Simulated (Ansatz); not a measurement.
# HfC under changes of volume

One of the cells (12.587 Å³/atom); the others are scaled copies at fixed shape and fractional positions:

```
CELL_PARAMETERS angstrom
3.34287 0.00000 0.00000
-1.67143 2.89501 0.00000
0.00000 0.00000 5.20271
ATOMIC_POSITIONS crystal
Hf 0.33333 0.66667 0.25000
Hf 0.66667 0.33333 0.75000
C 0.00000 0.00000 0.50000
C 0.00000 0.00000 0.00000
```

The cell comes from a database or a generator and needn't be the stable form of this composition.

```yaml
Program: Ansatz 0.2.0
Functional: r2SCAN
Potentials_or_basis: Ansatz PAW
Cutoff: "500 eV (not typed: the program's choice for these potentials)"
k_mesh: 9 × 9 × 5
Occupations: fermi-dirac, width 0.05 eV
Spin: no spin polarisation
```

```csv
volume (Å³/atom),energy over the lowest point (meV/atom),pressure (GPa)
11.832,24.02,13.5
12.084,7.55,7.5
12.336,0.00,2.1
12.587,0.52,-2.7
12.839,8.34,-7.2
13.091,22.76,-11.1
13.343,?,?
```

**Question.** What does the run at 13.343 Å³/atom give?

**Answer.** Energy over the lowest point 43.14 meV/atom; pressure -14.7 GPa.

Worked out: A Birch-Murnaghan fit of order 3 (a polynomial in V^(-2/3)) to the other rows has its minimum at 12.44 Å³/atom with B0 = V·E''(V) = 243 GPa and B' = 4.0 at fixed shape and positions, which overstates the stiffness. It gives 43.17 meV/atom at 13.343 Å³/atom, against the run's 43.14, and -dE/dV = -14.8 GPa, against -14.7.

Energies are extrapolated to zero smearing.

Caveats: the PAW data sets come from PBE, with cores solved anew for the run's functional, which leaves a small shift of forces and pressure.
